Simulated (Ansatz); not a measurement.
Sr: what symmetry allows forces and stress to be

```yaml
crystal:
  lattice:
    - [-4.27844, 4.27844, 3.57266]
    - [4.27844, -4.27844, 3.57266]
    - [4.27844, 4.27844, -3.57266]
  atoms:
    - { symbol: Sr, position: [0.18837, 0.68837, 0.83673] }
    - { symbol: Sr, position: [0.85164, 0.35164, 0.16327] }
    - { symbol: Sr, position: [0.64836, 0.81163, 0.50000] }
    - { symbol: Sr, position: [0.31163, 0.14836, 0.50000] }
```

All numbers below come from DFT PBEsol, scalar-relativistic, plane waves, PAW (Ansatz 0.2.0).

Settings: cutoff 420 eV, Γ-centred mesh 8×8×8 on the computed 4-atom cell, Gaussian smearing of 0.10 eV; no spin polarisation.

This distorted cell has space group I-42m, with 8 operations.

Q: Without a calculation: in which directions can each atom feel a force?

A: A force must be left unchanged by every operation that keeps its atom in place, so it lies in the space that those operations leave fixed. Atoms that the group maps onto each other feel forces of one size.
```tsv
atom	site symmetry	operations at the site	equivalent to atom	allowed force (Cartesian)
Sr1	..m	2	1	in the plane normal to (0.71, -0.71, 0.00)
Sr2	..m	2	1	in the plane normal to (0.71, -0.71, 0.00)
Sr3	..m	2	1	in the plane normal to (0.71, 0.71, 0.00)
Sr4	..m	2	1	in the plane normal to (0.71, 0.71, 0.00)
```

That leaves 2 independent force components of 12. A relaxation in this cell that keeps the symmetry moves the atoms in these directions alone.

Q: And the stress tensor?

A: It must be invariant under the point group, which leaves 2 independent components: yz, xz, xy vanish; xx = yy.

Q: Do the computed values obey this?

A: Yes. Forces (eV/Å):
```
Sr1 -0.054 -0.054 -0.118
Sr2  0.054  0.054 -0.118
Sr3  0.054 -0.054  0.118
Sr4 -0.054  0.054  0.118
```

Stress (GPa, compression positive, xx yy zz yz xz xy): -1.37 -1.37 -0.65 0.00 0.00 0.00. The program imposes the same operations on density, forces and stress, so this confirms the analysis and is no independent test of the calculation.

This form isn't the element's structure at ambient conditions.